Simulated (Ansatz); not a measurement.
**Ru under changes of volume**

One of the cells (13.575 Å³/atom); the others are scaled copies at fixed shape and fractional positions:

```xyz
2
Lattice="2.7058 0.0000 0.0000 -1.3529 2.3433 0.0000 0.0000 0.0000 4.2819" Properties=species:S:1:pos:R:3 pbc="T T T"
Ru    1.3529    0.7811    3.2114
Ru    0.0000    1.5622    1.0705
```

| Quantity | Value |
| --- | --- |
| Program | Ansatz 0.2.0 |
| Functional | PBEsol |
| Dispersion | D3(BJ) |
| Potentials or basis | Ansatz PAW |
| Cutoff | 420 eV (not typed: the program's choice for these potentials) |
| k mesh | 11 × 11 × 6 |
| Occupations | fermi-dirac, width 0.05 eV |
| Spin | no spin polarisation |

| volume (Å³/atom) | energy over the lowest point (meV/atom) | pressure (GPa) |
| --- | --- | --- |
| 12.760 | 7.35 | 8.6 |
| 13.032 | 0.00 | 0.4 |
| 13.303 | 5.69 | -6.8 |
| 13.575 | ? | ? |
| 13.846 | 50.50 | -19.0 |
| 14.118 | 87.13 | -24.0 |
| 14.389 | 131.80 | -28.5 |

Problem. What does the run at 13.575 Å³/atom give?

Solution. Energy over the lowest point 22.96 meV/atom; pressure -13.3 GPa.

Worked out: A Birch-Murnaghan fit of order 3 (a polynomial in V^(-2/3)) to the other rows has its minimum at 13.04 Å³/atom with B0 = V·E''(V) = 367 GPa and B' = 4.7 at fixed shape and positions, which overstates the stiffness. It gives 22.99 meV/atom at 13.575 Å³/atom, against the run's 22.96, and -dE/dV = -13.3 GPa, against -13.3.

Energies are extrapolated to zero smearing.

Caveats: pairwise dispersion overbinds metals, which lowers pressure and volume; the PAW data sets come from PBE, with cores solved anew for the run's functional, which leaves a small shift of forces and pressure.
